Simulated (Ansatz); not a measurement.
# SiC: a one-atom displacement scan

The task, for SiC: map the energy as atom 1 (Si) is pushed off its site.

The COD entry's cell or inner coordinates are ideal or old and differ from later refinements, so a difference from it is no clean test against experiment.

Program: Ansatz 0.2.0. Level of theory: DFT r2SCAN, scalar-relativistic, plane waves, PAW. These are calculated values, not measurements.

2 further runs of the same task are left out: 2 set aside as unsound or not needed.

### 1 The system as given

Symmetry: F-43m, No. 216, cubic system. The conventional cell has a = 4.356 Å, b = 4.356 Å, c = 4.356 Å, α = 90.00°, β = 90.00°, γ = 90.00°. Around Si (site symmetry -43m) lie 4 C at 1.89 Å. C (site symmetry -43m) has 4 Si at 1.89 Å as nearest neighbours.

Structure file:

```cif
data_structure
_symmetry_space_group_name_H-M 'P 1'
_symmetry_Int_Tables_number 1
_cell_length_a 4.3563
_cell_length_b 4.3563
_cell_length_c 4.3563
_cell_angle_alpha 90.000
_cell_angle_beta 90.000
_cell_angle_gamma 90.000
_cell_volume 82.67
loop_
_atom_site_label
_atom_site_type_symbol
_atom_site_fract_x
_atom_site_fract_y
_atom_site_fract_z
_atom_site_occupancy
Si1 Si 0.00000 0.00000 0.00000 1
Si2 Si 0.50000 0.50000 0.00000 1
Si3 Si 0.50000 0.00000 0.50000 1
Si4 Si 0.00000 0.50000 0.50000 1
C1 C 0.75000 0.75000 0.75000 1
C2 C 0.25000 0.25000 0.75000 1
C3 C 0.25000 0.75000 0.25000 1
C4 C 0.75000 0.25000 0.25000 1
```

It is built from the cell relaxed beforehand with the same method (10.33 Å³/atom).

### 2 The reference cell

The cell is repeated 4 times, 8 atoms in all. Reference values: F = -3565.3361 eV; pressure 0.01 GPa; largest force 0.000 eV/Å; gap on the mesh 1.71 eV. It was computed beforehand with the settings of the runs below.

### 3 The scan: a one-atom displacement scan

Atom 1 (Si) is moved by x along the Cartesian unit vector (-0.577, 0.577, 0.577); the cell and all other atoms stay fixed. Forces below are components along that vector, summed over the moved atoms. In a periodic cell its images move with it.

### 4 Point x = -0.200 Å

Input file input.yaml:

```yaml
crystal:
  lattice:
    - [4.356289964, 0.0, 0.0]
    - [0.0, -4.356289964, 0.0]
    - [0.0, 0.0, -4.356289964]
  atoms:
    - { symbol: Si, position: [0.0265065124, 0.0265065124, 0.0265065124] }
    - { symbol: Si, position: [0.5, 0.5, 0.0] }
    - { symbol: Si, position: [0.5, 0.0, 0.5] }
    - { symbol: Si, position: [0.0, 0.5, 0.5] }
    - { symbol: C, position: [0.75, 0.75, 0.75] }
    - { symbol: C, position: [0.25, 0.25, 0.75] }
    - { symbol: C, position: [0.25, 0.75, 0.25] }
    - { symbol: C, position: [0.75, 0.25, 0.25] }
basis:
  ecutwfc: 500
kpoints:
  mp_grid: { grid: [6, 6, 6] }
hamiltonian:
  xc: r2scan
scf:
  occupations: { method: gaussian, width: 0.05 }
output:
  forces: true
  stress: true
  eigenvalues: true
```

Command:

```sh
$ ansatz run input.yaml --threads 1 --pin off --max-ram 2560MiB --backend cpu --events-out ev --progress --plain --runs-dir out
```

### 5 Point x = 0.160 Å

Changes to input.yaml since step 4:

```diff
@@ -6,3 +6,3 @@
   atoms:
-    - { symbol: Si, position: [0.0265065124, 0.0265065124, 0.0265065124] }
+    - { symbol: Si, position: [-0.0212052099, -0.0212052099, -0.0212052099] }
     - { symbol: Si, position: [0.5, 0.5, 0.0] }
```

### 6 At x = -0.120 Å

Changes to input.yaml since step 5:

```diff
@@ -6,3 +6,3 @@
   atoms:
-    - { symbol: Si, position: [-0.0212052099, -0.0212052099, -0.0212052099] }
+    - { symbol: Si, position: [0.0159039074, 0.0159039074, 0.0159039074] }
     - { symbol: Si, position: [0.5, 0.5, 0.0] }
```

### 7 Point x = 0.080 Å

Changes to input.yaml since step 6:

```diff
@@ -6,3 +6,3 @@
   atoms:
-    - { symbol: Si, position: [0.0159039074, 0.0159039074, 0.0159039074] }
+    - { symbol: Si, position: [-0.0106026049, -0.0106026049, -0.0106026049] }
     - { symbol: Si, position: [0.5, 0.5, 0.0] }
```

### 8 x = -0.040 Å

Changes to input.yaml since step 7:

```diff
@@ -6,3 +6,3 @@
   atoms:
-    - { symbol: Si, position: [-0.0106026049, -0.0106026049, -0.0106026049] }
+    - { symbol: Si, position: [0.0053013025, 0.0053013025, 0.0053013025] }
     - { symbol: Si, position: [0.5, 0.5, 0.0] }
```

### 9 x = 0.200 Å

Changes to input.yaml since step 8:

```diff
@@ -6,3 +6,3 @@
   atoms:
-    - { symbol: Si, position: [0.0053013025, 0.0053013025, 0.0053013025] }
+    - { symbol: Si, position: [-0.0265065124, -0.0265065124, -0.0265065124] }
     - { symbol: Si, position: [0.5, 0.5, 0.0] }
```

### 10 Point x = -0.160 Å

Changes to input.yaml since step 9:

```diff
@@ -6,3 +6,3 @@
   atoms:
-    - { symbol: Si, position: [-0.0265065124, -0.0265065124, -0.0265065124] }
+    - { symbol: Si, position: [0.0212052099, 0.0212052099, 0.0212052099] }
     - { symbol: Si, position: [0.5, 0.5, 0.0] }
```

### 11 Point x = 0.120 Å

Changes to input.yaml since step 10:

```diff
@@ -6,3 +6,3 @@
   atoms:
-    - { symbol: Si, position: [0.0212052099, 0.0212052099, 0.0212052099] }
+    - { symbol: Si, position: [-0.0159039074, -0.0159039074, -0.0159039074] }
     - { symbol: Si, position: [0.5, 0.5, 0.0] }
```

### 12 At x = -0.080 Å

Changes to input.yaml since step 11:

```diff
@@ -6,3 +6,3 @@
   atoms:
-    - { symbol: Si, position: [-0.0159039074, -0.0159039074, -0.0159039074] }
+    - { symbol: Si, position: [0.0106026049, 0.0106026049, 0.0106026049] }
     - { symbol: Si, position: [0.5, 0.5, 0.0] }
```

(Steps that only read results are left out.)

What does the calculation give?

The runs gave:

| quantity | value |
| --- | --- |
| force constant along x, from the points at -0.040, 0 and 0.080 Å | 26.49 eV/Å² |

**Reading.** Near the site the force constant is 26.49 eV/Å²; for the mass of Si against a rigid frame that is a vibration of about 506 cm⁻¹. No sampled point lies below the undisturbed cell. The well is lopsided: x = 0.200 Å costs 636 meV against 449 meV on the other side, and the dearer side brings atoms closer together. The gap on the mesh stays between 0.60 and 1.71 eV.
